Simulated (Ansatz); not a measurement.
# MoS2 in Ansatz: settings compared

The runs below take MoS2 through relaxation of the atoms, relaxation of cell and atoms, with PBE, LDA.

Everything below comes from runs of Ansatz 0.2.0. Logs are shortened: lines on timing, memory, paths and dates and some standing lists are left out, and cuts for length are marked.

**1. The structure**

The cell holds a slab with vacuum, 12 atoms: a = 3.184 Å, b = 3.184 Å, c = 34.479 Å, α = 90.00°, β = 90.00°, γ = 120.00°.

**2. Relaxation of the atoms, PBE (strained by +1 %)**

The input, input.yaml:

```yaml
crystal:
  lattice:
    - [3.1837189491, 0.0159185947, 0.0]
    - [-1.5780735671, 2.749222191, 0.0]
    - [0.0, 0.0, 34.47923848]
  atoms:
    - { symbol: Mo, position: [0.3333333333, 0.6666666667, 0.09355563] }
    - { symbol: Mo, position: [0.3333333333, 0.6666666667, 0.72090303] }
    - { symbol: Mo, position: [0.6666666667, 0.3333333333, 0.27909697] }
    - { symbol: Mo, position: [0.6666666667, 0.3333333333, 0.90644437] }
    - { symbol: S, position: [0.6666666667, 0.3333333333, 0.0485463] }
    - { symbol: S, position: [0.6666666667, 0.3333333333, 0.67591175] }
    - { symbol: S, position: [0.3333333333, 0.6666666667, 0.23408966] }
    - { symbol: S, position: [0.3333333333, 0.6666666667, 0.86143131] }
    - { symbol: S, position: [0.6666666667, 0.3333333333, 0.13856869] }
    - { symbol: S, position: [0.6666666667, 0.3333333333, 0.76591034] }
    - { symbol: S, position: [0.3333333333, 0.6666666667, 0.32408825] }
    - { symbol: S, position: [0.3333333333, 0.6666666667, 0.9514537] }
hamiltonian:
  xc: pbe
  pseudopotentials: { kind: paw }
kpoints:
  mp_grid: { grid: [7, 7, 1] }
scf:
  occupations: { method: fermi_dirac, width: 0.05 }
output:
  forces: true
  stress: true
  eigenvalues: true
  write_density: true
  write_potential: true
  elf: true
  volumetric_format: npy
relax:
  f_tol: 0.01
  max_steps: 40
```

Potentials or basis: Ansatz PAW.

The run is started by

```bash
ansatz run input.yaml --threads 4 --pin off --max-ram 11264MiB --backend cpu --events-out ev --progress --plain --runs-dir out
```

Standard output:

```text
Warning: output.stress: scf.convergence.dr2_threshold = 1e-7 eV (the SCF's general default) is looser than the 1.2e-9 eV advised for a printed stress (1e-10 eV for each atom of the cell: 12). What an SCF threshold leaves in a stress goes as its square root, and in the free energy as the threshold itself, and one threshold admits the most on a small cell: of the crystals measured, under no hybrid functional and no lock of the moments, on runs that ended without the residual-converged pass, on stresses that held no estimate of that error, the worst erred by over 100 MPa in a component at 1e-7 eV an atom and by under 5 at 1e-10. Every solve of this run answers to scf.convergence.dr2_threshold, and the tensor of one is reported: a single SCF on the reported geometry and on this run's grids (its basis.xc_grid and basis.ecutrho_ratio typed), with scf.convergence.dr2_threshold at 1.2e-9 eV or tighter, prints it and tightens no other solve. Else set scf.convergence.dr2_threshold to 1.2e-9 eV or tighter. The threshold is an SCF's pass mark: one that does not reach it within its budget of iterations ends unconverged, or closes short of it on a stop that the run arms, and scf.convergence.dr2_threshold's page says what that costs each kind of run
Warning: RAYON_NUM_THREADS=4 ignored (pool sized by the plan → 4); use --threads N
Engine: ansatz 0.2.0, aarch64-unknown-linux-gnu
Pseudopotentials: kind: paw
Pseudopotential: Mo, paw, valence charge 14, recommended cutoff 420 eV (normal), Mo.paw.azcp
Pseudopotential: S, paw, valence charge 6, recommended cutoff 420 eV (normal), S.paw.azcp
Functional definition: PBE
  parameter kappa = 0.804
  parameter beta = 0.06672455060314922
  exchange = pbe_x(kappa = kappa, mu = beta*pi^2/3)
  correlation = pbe_c(beta = beta)
Crystal: 12 atoms, lattice volume = 302.654 Å³
Basis set: ecut = 420 eV, 5947 PW (Γ), exchange–correlation on 48×48×480 points (8 copies of the dense FFT grid, shifted against one another)
Bands: 64, of which v1, the nominal top of the filled ones, is band 52 counted from 1 (51 counted from 0)
Symmetry: 2 space group operations
Space group: P-1 (ITA 2), of the structure as read, at distance tolerance 6.7e-5 Å
[... 173 lines left out ...]
  atom   7  S      0.00003230    -0.00000286     0.00016774
  atom   8  S      0.00003221    -0.00000293     0.00003446
  atom   9  S     -0.00003221     0.00000293    -0.00003446
  atom  10  S     -0.00003230     0.00000286    -0.00016774
  atom  11  S      0.00003147    -0.00000257    -0.00001913
  atom  12  S      0.00003613    -0.00000300    -0.00039196
  max |Σ_I F_I| component: 6.78e-21 eV/Å
--- Stress (GPa, compression-positive) ---
        0.080076      -0.576474       0.000020
       -0.576474       0.091119       0.000001
        0.000020       0.000001       0.002122
  P = ⅓ Tr σ = 0.0578 GPa (0.578 kbar)
--- Band table (eV; the first three rows and the last of 25) ---
  k-point 0: bands = ["-55.3587", "-55.3587", "-55.3582", "-55.3582", "-29.4936", "-29.4936", "-29.4930", "-29.4930", "-29.2965", "-29.2965", "-29.2960", "-29.2960", "-29.2805", "-29.2805", "-29.2801", "-29.2801", "-8.5747", "-8.5688", "-8.5627", "-8.5574", "-7.2779", "-7.2673", "-7.2561", "-7.2465", "-0.1547", "-0.1091", "-0.0575", "-0.0117", "2.8548", "2.8551", "2.8556", "2.8556", "2.9610", "2.9613", "2.9617", "2.9617", "3.5033", "3.6466", "3.8214", "3.9696", "3.9805", "3.9816", "3.9830", "3.9991", "4.0436", "4.0446", "4.0457", "4.0490", "5.3630", "5.4765", "5.5964", "5.6914", "8.2425", "8.2434", "8.2442", "8.2444", "8.2975", "8.2982", "8.2990", "8.2992", "8.4688", "8.4722", "8.4756", "8.4782"]
  k-point 1: bands = ["-55.3517", "-55.3517", "-55.3512", "-55.3512", "-29.4796", "-29.4796", "-29.4791", "-29.4791", "-29.3603", "-29.3603", "-29.3598", "-29.3598", "-29.3042", "-29.3042", "-29.3038", "-29.3038", "-8.2820", "-8.2762", "-8.2702", "-8.2651", "-7.1561", "-7.1464", "-7.1364", "-7.1277", "0.1646", "0.2088", "0.2590", "0.3038", "2.3150", "2.3163", "2.3178", "2.3189", "2.7055", "2.7651", "2.8277", "2.8780", "3.2118", "3.2124", "3.2130", "3.2132", "3.5864", "3.5875", "3.5884", "3.5890", "4.3397", "4.4035", "4.4895", "4.5780", "5.2341", "5.3006", "5.3660", "5.4145", "7.8288", "7.8754", "7.9346", "7.9995", "8.0371", "8.0805", "8.1014", "8.1140", "8.2133", "8.2173", "8.2215", "8.2251"]
  k-point 2: bands = ["-55.3360", "-55.3360", "-55.3355", "-55.3355", "-29.5168", "-29.5168", "-29.5163", "-29.5163", "-29.4481", "-29.4480", "-29.4475", "-29.4475", "-29.3411", "-29.3411", "-29.3407", "-29.3407", "-7.5449", "-7.5399", "-7.5348", "-7.5304", "-6.8523", "-6.8454", "-6.8384", "-6.8325", "0.4492", "0.4716", "0.4962", "0.5177", "1.6109", "1.6187", "1.6289", "1.6641", "1.6677", "1.7005", "1.7147", "1.7246", "2.8672", "2.8686", "2.8698", "2.8707", "3.9142", "3.9159", "3.9175", "3.9186", "3.9822", "4.0305", "4.0875", "4.1385", "4.6251", "4.6378", "4.6501", "4.6590", "7.6023", "7.6766", "7.7637", "7.7783", "7.7846", "7.7890", "7.7942", "7.8626", "8.5204", "8.5928", "8.6721", "8.7381"]
  k-point 24: bands = ["-55.3266", "-55.3266", "-55.3261", "-55.3261", "-29.5859", "-29.5859", "-29.5854", "-29.5854", "-29.4290", "-29.4290", "-29.4284", "-29.4284", "-29.3876", "-29.3876", "-29.3871", "-29.3871", "-7.0185", "-7.0146", "-7.0107", "-7.0075", "-6.6365", "-6.6318", "-6.6272", "-6.6235", "0.2982", "0.3090", "0.3205", "0.3303", "1.0484", "1.0534", "1.0586", "1.0626", "1.7014", "1.7217", "1.7447", "1.7653", "2.2722", "2.2960", "2.3206", "2.3407", "3.4329", "3.4373", "3.4419", "3.4458", "4.0364", "4.0492", "4.0639", "4.0761", "4.7918", "4.7940", "4.7960", "4.7973", "7.5553", "7.6141", "7.6833", "7.7438", "8.0664", "8.0704", "8.0774", "8.0868", "8.5923", "8.6484", "8.7077", "8.7556"]
--- Relaxed structure (9 steps of the walk, 9 accepted, 0 SCFs on fresh bases) ---
  F+E_penalty+E_count = -27051.27344852 eV   max|allowed force component| = 3.920e-4 eV/Å
  atoms:
    - { symbol: Mo, position: [0.3342480183537802, 0.6666251897588009, 0.1066194963962735] }
    - { symbol: Mo, position: [0.33380147353549033, 0.6666550506853036, 0.678957202899295] }
    - { symbol: Mo, position: [0.6661985264645097, 0.3333449493146965, 0.321042797100705] }
    - { symbol: Mo, position: [0.66575198164622, 0.3333748102411993, 0.8933805036037265] }
    - { symbol: S, position: [0.6685284570874427, 0.33326783207478045, 0.06128745825683933] }
    - { symbol: S, position: [0.6680813295126922, 0.3332976653758411, 0.6336270888176478] }
    - { symbol: S, position: [0.33191834411338655, 0.6667022779680145, 0.2757102272791633] }
    - { symbol: S, position: [0.33147165376269205, 0.6667321755892682, 0.8480484780511323] }
    - { symbol: S, position: [0.6685283462373081, 0.3332678244107318, 0.1519515219488677] }
    - { symbol: S, position: [0.6680816558866136, 0.33329772203198554, 0.7242897727208367] }
    - { symbol: S, position: [0.3319186704873079, 0.6667023346241588, 0.3663729111823523] }
    - { symbol: S, position: [0.3314715429125573, 0.6667321679252196, 0.9387125417431605] }
```

v_z.tsv:

```text
# z_ang	v_es[eV]	v_tot_of_output_density[eV]	v_es_of_output_density[eV]
# format = ansatz-planar-average/11
# xc	pbe
# density_cutoff_ev	1680
# datasets	Mo=:simpson_from_first_knot:soft	S=:simpson_from_first_knot:soft
# lattice	3.183718949	0.015918595	0.000000000
# lattice	-1.578073567	2.749222191	0.000000000
# lattice	0.000000000	0.000000000	34.479238480
# sites	12
# site	42	0.012168159	1.838021523	3.676159043
# site	42	0.010699363	1.838096509	23.409927316
# site	42	1.594946019	0.927044276	11.069311164
# site	42	1.593477223	0.927119262	30.803079437
# site	16	1.602485560	0.926869353	2.113144889
# site	16	1.601014953	0.926944254	21.846979503
# site	16	0.004629480	1.838196371	9.506278678
# site	16	0.003160163	1.838271455	29.240065717
# site	16	1.602485219	0.926869330	5.239172763
# site	16	1.601015902	0.926944415	24.972959802
# site	16	0.004630429	1.838196532	12.632258977
# site	16	0.003159822	1.838271433	32.366093591
0.000000	1.132733e1	8.760633e0	1.132729e1
0.143663	1.131283e1	8.546460e0	1.131279e1
0.287327	1.127092e1	8.044091e0	1.127088e1
0.430990	1.118786e1	7.502003e0	1.118782e1
0.574654	1.105087e1	6.808589e0	1.105085e1
0.718317	1.082521e1	5.972727e0	1.082520e1
[... 232 lines left out ...]
34.191911	1.127092e1	8.044091e0	1.127088e1
34.335575	1.131283e1	8.546460e0	1.131279e1
```

It took 81 s on 4 threads of Arm Neoverse V2, shared host; peak memory 1 GiB.

What came out:

- Free energy: -27051.2734 eV
- Energy gained by relaxing: 5.4 meV/atom
- Ionic steps: 9
- Band gap on the k mesh: 1.70 eV, indirect (least direct gap 2.10 eV)

Stress tensor (GPa, compression positive):
```
 0.08 -0.58  0.00
-0.58  0.09  0.00
 0.00  0.00  0.00
```

The path:
```tsv
step	energy change (eV)	largest force (eV/Å)
1	0.0000	0.2217
2	-0.0241	0.0795
3	-0.0391	0.1035
4	-0.0503	0.0168
5	-0.0569	0.0113
6	-0.0609	0.0034
7	-0.0631	0.0030
8	-0.0642	0.0013
9	-0.0644	0.0004
```

Final structure:
```yaml
crystal:
  lattice:
    - [3.18372, 0.01592, 0.00000]
    - [-1.57807, 2.74922, 0.00000]
    - [0.00000, 0.00000, 34.47924]
  atoms:
    - { symbol: Mo, position: [0.33425, 0.66663, 0.10662] }
    - { symbol: Mo, position: [0.33380, 0.66666, 0.67896] }
    - { symbol: Mo, position: [0.66620, 0.33334, 0.32104] }
    - { symbol: Mo, position: [0.66575, 0.33337, 0.89338] }
    - { symbol: S, position: [0.66853, 0.33327, 0.06129] }
    - { symbol: S, position: [0.66808, 0.33330, 0.63363] }
    - { symbol: S, position: [0.33192, 0.66670, 0.27571] }
    - { symbol: S, position: [0.33147, 0.66673, 0.84805] }
    - { symbol: S, position: [0.66853, 0.33327, 0.15195] }
    - { symbol: S, position: [0.66808, 0.33330, 0.72429] }
    - { symbol: S, position: [0.33192, 0.66670, 0.36637] }
    - { symbol: S, position: [0.33147, 0.66673, 0.93871] }
```

Levels at points of the mesh, in eV from the valence-band top:
```tsv
k point	band 48	band 49	band 50	band 51	band 52	band 53	band 54	band 55	band 56	band 57
(0.00, 0.00, 0.00)	-1.64	-0.33	-0.21	-0.09	0.00	2.55	2.55	2.55	2.55	2.61
```

Caveat: odd divisions of the mesh miss points on the zone boundary, where band edges often lie, so the gap on the mesh can be too wide; without dispersion, layers of such crystals drift apart on relaxing, which shifts levels and gaps; volumes and pressures include the vacuum; the thresholds are loose for stress.

(Continued in part 2 of 2.)
